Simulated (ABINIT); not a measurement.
# Ge (Fd-3m) in ABINIT: equation of state

Aim: energy against volume of Ge in PBEsol, for its equilibrium volume and stiffness.

All numbers are computed with ABINIT 10.8.3 (patched build); they aren't measurements. Logs are shortened: lines on timing, memory, paths and dates and some standing lists are left out, and cuts for length are marked. The log counts tension as positive stress, the text compression.

**What was measured.**

From “Sub-monolayer structures of Ag overlayers on Ge(111): experimental observations and first-principles study”, 2019, arxiv:1908.00180, for a bulk crystal of Ge: bulk modulus 75.8 GPa.

The runs below are set against these values where they give the same quantity.

## (1) The structure

The structure is cubic, space group Fd-3m (No. 227). Conventional cell: a = 5.658 Å, b = 5.658 Å, c = 5.658 Å, α = 90.00°, β = 90.00°, γ = 90.00°. Ge (site symmetry -43m) is surrounded by 4 Ge at 2.45 Å.

## (2) Equation of state, PBEsol

File run.abi:

```
ndtset 7
getwfk -1
scalecart1 3*0.9795861087
scalecart2 3*0.9864848297
scalecart3 3*0.9932883884
scalecart4 3*1.0000000000
scalecart5 3*1.0066227096
scalecart6 3*1.0131594038
scalecart7 3*1.0196128224

pp_dirpath "./"
pseudos "Ge.upf"

acell 3*1.0 Angstrom
rprim
     0.0000000000     2.8289100000     2.8289100000
     2.8289100000     0.0000000000     2.8289100000
     2.8289100000     2.8289100000     0.0000000000
ntypat 1
znucl 32
natom 2
typat 1 1
xred
     0.7500000000     0.7500000000     0.7500000000
     0.5000000000     0.5000000000     0.5000000000

ecut 39.0

kptopt 1
ngkpt 8 8 8
nshiftk 1
shiftk 0.0 0.0 0.0

ixc -116133

nband 18
occopt 3
tsmear 0.00183747

nstep 100
tolvrs 1.0e-10

iomode 3
prtwf 1
prtden 0
prteig 0
prtebands 0
enunit 1
```

Potentials or basis: PseudoDojo NC SR PBEsol v0.4.1 standard.

Launch:

```
$ abinit run.abi > log 2>&1
```

run.abo:

```text
.Version 10.8.3 of ABINIT
 DATASET    1 : space group Fd -3 m (#227); Bravais cF (face-center cubic)
================================================================================
 Values of the parameters that define the memory need for DATASET  1.
     intxc =       0    ionmov =       0      iscf =       7    lmnmax =       6
     lnmax =       6     mgfft =      45  mpssoang =       3    mqgrid =    3001
     natom =       2  nloc_mem =       1    nspden =       1   nspinor =       1
    nsppol =       1      nsym =      48    n1xccc =    2501    ntypat =       1
    occopt =       3   xclevel =       2
       mpw =        3363          nfft =       91125          nkpt =          29
================================================================================
================================================================================
[... 61 lines left out ...]
 DATASET    7 : space group Fd -3 m (#227); Bravais cF (face-center cubic)
================================================================================
 Values of the parameters that define the memory need for DATASET  7.
     intxc =       0    ionmov =       0      iscf =       7    lmnmax =       6
     lnmax =       6     mgfft =      45  mpssoang =       3    mqgrid =    3001
     natom =       2  nloc_mem =       1    nspden =       1   nspinor =       1
    nsppol =       1      nsym =      48    n1xccc =    2501    ntypat =       1
    occopt =       3   xclevel =       2
       mpw =        3779          nfft =       91125          nkpt =          29
================================================================================
================================================================================

--------------------------------------------------------------------------------
------------- Echo of variables that govern the present computation ------------
--------------------------------------------------------------------------------
 -outvars: echo values of preprocessed input variables --------
            acell      1.8897261259E+00  1.8897261259E+00  1.8897261259E+00 Bohr
              amu      7.26100000E+01
             ecut      3.90000000E+01 Hartree
           enunit           1
           getwfk          -1
              ixc     -116133
           jdtset        1    2    3    4    5    6    7
         kptrlatt        8    0    0      0    8    0      0    0    8
          kptrlen1     5.92468958E+01
          kptrlen2     5.96641412E+01
          kptrlen3     6.00756311E+01
          kptrlen4     6.04815598E+01
          kptrlen5     6.08821116E+01
          kptrlen6     6.12774611E+01
          kptrlen7     6.16677739E+01
            natom           2
            nband          18
           ndtset           7
            ngfft          45      45      45
             nkpt          29
            nstep         100
             nsym          48
           ntypat           1
           occopt           3
           prtden           0
        prtebands           0
           prteig           0
            rprim1     0.0000000000E+00  2.7711609388E+00  2.7711609388E+00
                       2.7711609388E+00  0.0000000000E+00  2.7711609388E+00
                       2.7711609388E+00  2.7711609388E+00  0.0000000000E+00
            rprim2     0.0000000000E+00  2.7906767996E+00  2.7906767996E+00
                       2.7906767996E+00  0.0000000000E+00  2.7906767996E+00
                       2.7906767996E+00  2.7906767996E+00  0.0000000000E+00
            rprim3     0.0000000000E+00  2.8099234548E+00  2.8099234548E+00
                       2.8099234548E+00  0.0000000000E+00  2.8099234548E+00
                       2.8099234548E+00  2.8099234548E+00  0.0000000000E+00
            rprim4     0.0000000000E+00  2.8289100000E+00  2.8289100000E+00
                       2.8289100000E+00  0.0000000000E+00  2.8289100000E+00
                       2.8289100000E+00  2.8289100000E+00  0.0000000000E+00
            rprim5     0.0000000000E+00  2.8476450494E+00  2.8476450494E+00
                       2.8476450494E+00  0.0000000000E+00  2.8476450494E+00
                       2.8476450494E+00  2.8476450494E+00  0.0000000000E+00
            rprim6     0.0000000000E+00  2.8661367690E+00  2.8661367690E+00
                       2.8661367690E+00  0.0000000000E+00  2.8661367690E+00
                       2.8661367690E+00  2.8661367690E+00  0.0000000000E+00
            rprim7     0.0000000000E+00  2.8843929094E+00  2.8843929094E+00
                       2.8843929094E+00  0.0000000000E+00  2.8843929094E+00
                       2.8843929094E+00  2.8843929094E+00  0.0000000000E+00
          spgroup         227
           tolvrs      1.00000000E-10
           tsmear      1.83747000E-03 Hartree
            typat      1  1
           xangst1     4.1567414081E+00  4.1567414081E+00  4.1567414081E+00
                       2.7711609388E+00  2.7711609388E+00  2.7711609388E+00
           xangst2     4.1860151994E+00  4.1860151994E+00  4.1860151994E+00
                       2.7906767996E+00  2.7906767996E+00  2.7906767996E+00
           xangst3     4.2148851822E+00  4.2148851822E+00  4.2148851822E+00
                       2.8099234548E+00  2.8099234548E+00  2.8099234548E+00
           xangst4     4.2433650000E+00  4.2433650000E+00  4.2433650000E+00
                       2.8289100000E+00  2.8289100000E+00  2.8289100000E+00
           xangst5     4.2714675741E+00  4.2714675741E+00  4.2714675741E+00
                       2.8476450494E+00  2.8476450494E+00  2.8476450494E+00
           xangst6     4.2992051535E+00  4.2992051535E+00  4.2992051535E+00
                       2.8661367690E+00  2.8661367690E+00  2.8661367690E+00
           xangst7     4.3265893641E+00  4.3265893641E+00  4.3265893641E+00
                       2.8843929094E+00  2.8843929094E+00  2.8843929094E+00
            xcart1     7.8551028376E+00  7.8551028376E+00  7.8551028376E+00
                       5.2367352251E+00  5.2367352251E+00  5.2367352251E+00
            xcart2     7.9104222857E+00  7.9104222857E+00  7.9104222857E+00
                       5.2736148571E+00  5.2736148571E+00  5.2736148571E+00
            xcart3     7.9649786466E+00  7.9649786466E+00  7.9649786466E+00
                       5.3099857644E+00  5.3099857644E+00  5.3099857644E+00
            xcart4     8.0187977023E+00  8.0187977023E+00  8.0187977023E+00
                       5.3458651348E+00  5.3458651348E+00  5.3458651348E+00
            xcart5     8.0719038708E+00  8.0719038708E+00  8.0719038708E+00
                       5.3812692472E+00  5.3812692472E+00  5.3812692472E+00
            xcart6     8.1243202992E+00  8.1243202992E+00  8.1243202992E+00
                       5.4162135328E+00  5.4162135328E+00  5.4162135328E+00
            xcart7     8.1760689575E+00  8.1760689575E+00  8.1760689575E+00
                       5.4507126383E+00  5.4507126383E+00  5.4507126383E+00
             xred      7.5000000000E-01  7.5000000000E-01  7.5000000000E-01
                       5.0000000000E-01  5.0000000000E-01  5.0000000000E-01
            znucl       32.00000

================================================================================

 chkinp: Checking input parameters for consistency, jdtset=   1.

 chkinp: Checking input parameters for consistency, jdtset=   2.
[... 29 lines left out ...]
 getcut: wavevector=  0.0000  0.0000  0.0000  ngfft=  45  45  45
         ecut(hartree)=     39.000   => boxcut(ratio)=   2.11339

--- Pseudopotential description ------------------------------------------------
- pspini: atom type   1  psp file is ./Ge.upf
12 -116133 2 -1 1560                          pspcod,pspxc,lmax,lloc,mmax
     nproj     2     2     2

   1.72858076E+03                                ecore*ucvol(ha*bohr**3)
--------------------------------------------------------------------------------

================================================================================

--- !BeginCycle
iteration_state: {dtset: 1, }
solver: {iscf: 7, nstep: 100, nline: 4, wfoptalg: 0, }
tolerances: {tolvrs: 1.00E-10, }
...
[... 986 lines left out ...]
-Cartesian components of stress tensor (GPa)         [Pressure= -2.9066E+00 GPa]
- sigma(1 1)=  2.90660001E+00  sigma(3 2)=  0.00000000E+00
- sigma(2 2)=  2.90660001E+00  sigma(3 1)=  0.00000000E+00
- sigma(3 3)=  2.90660001E+00  sigma(2 1)=  0.00000000E+00

== END DATASET(S) ==============================================================
================================================================================

 -outvars: echo values of variables after computation  --------
            acell      1.8897261259E+00  1.8897261259E+00  1.8897261259E+00 Bohr
           etotal1    -1.7840115371E+02
           etotal2    -1.7840212883E+02
           etotal3    -1.7840273544E+02
           etotal4    -1.7840301952E+02
           etotal5    -1.7840302154E+02
           etotal6    -1.7840276425E+02
           etotal7    -1.7840227418E+02
            fcart1    -5.1418395382E-29 -5.1418395382E-29  1.5425518615E-28
                       5.1418395382E-29  5.1418395382E-29 -1.5425518615E-28
            fcart2    -1.5317644326E-28 -1.0211762884E-28 -1.5317644326E-28
                       1.5317644326E-28  1.0211762884E-28  1.5317644326E-28
            fcart3    -1.9015907076E-29 -2.2185224922E-28  5.1026017319E-28
                       1.9015907076E-29  2.2185224922E-28 -5.1026017319E-28
            fcart4     5.9183276372E-28 -2.8962028863E-28 -5.9183276372E-28
                      -5.9183276372E-28  2.8962028863E-28  5.9183276372E-28
            fcart5     4.0029890339E-28 -2.0014945170E-28  0.0000000000E+00
                      -4.0029890339E-28  2.0014945170E-28  0.0000000000E+00
[... 38 lines left out ...]
                       0.0000000000E+00  0.0000000000E+00  0.0000000000E+00
           xangst1     4.1567414081E+00  4.1567414081E+00  4.1567414081E+00
                       2.7711609388E+00  2.7711609388E+00  2.7711609388E+00
           xangst2     4.1860151994E+00  4.1860151994E+00  4.1860151994E+00
                       2.7906767996E+00  2.7906767996E+00  2.7906767996E+00
           xangst3     4.2148851822E+00  4.2148851822E+00  4.2148851822E+00
                       2.8099234548E+00  2.8099234548E+00  2.8099234548E+00
           xangst4     4.2433650000E+00  4.2433650000E+00  4.2433650000E+00
                       2.8289100000E+00  2.8289100000E+00  2.8289100000E+00
           xangst5     4.2714675741E+00  4.2714675741E+00  4.2714675741E+00
                       2.8476450494E+00  2.8476450494E+00  2.8476450494E+00
           xangst6     4.2992051535E+00  4.2992051535E+00  4.2992051535E+00
                       2.8661367690E+00  2.8661367690E+00  2.8661367690E+00
           xangst7     4.3265893641E+00  4.3265893641E+00  4.3265893641E+00
                       2.8843929094E+00  2.8843929094E+00  2.8843929094E+00
             xred      7.5000000000E-01  7.5000000000E-01  7.5000000000E-01
                       5.0000000000E-01  5.0000000000E-01  5.0000000000E-01
 Calculation completed.
```

Wall time 5.1 min (1 thread of Arm Neoverse V2, shared host); peak memory 0.14 GiB.

What came out:

| Property | Result |
| --- | --- |
| Equilibrium volume | 22.86 Å³/atom |
| Bulk modulus | 66 GPa |
| Pressure derivative of the bulk modulus | 4.8 (rough: it moves with the points fitted) |

Energy against volume, from the lowest point:
| volume (Å³/atom) | energy (meV/atom) |
| --- | --- |
| 21.281 | 25.41 |
| 21.733 | 12.15 |
| 22.186 | 3.89 |
| 22.639 | 0.03 |
| 23.092 | 0.00 |
| 23.545 | 3.50 |
| 23.997 | 10.17 |

Caveat: pressures at fixed basis lie under the slope of the energies.

## (3) Comparison with measurements

Step 2. Measured bulk modulus of Ge: 75.8 GPa (quoted in “Sub-monolayer structures of Ag overlayers on Ge(111): experimental observations and first-principles study”, 2019, arxiv:1908.00180). This calculation gives 66 GPa (-12.8 %). The fit is for a static lattice scaled at fixed shape and fixed fractional positions. The cell as given is a measured one (22.64 Å³/atom); PBEsol puts the equilibrium volume +1.0 % from it, thermal expansion not counted.
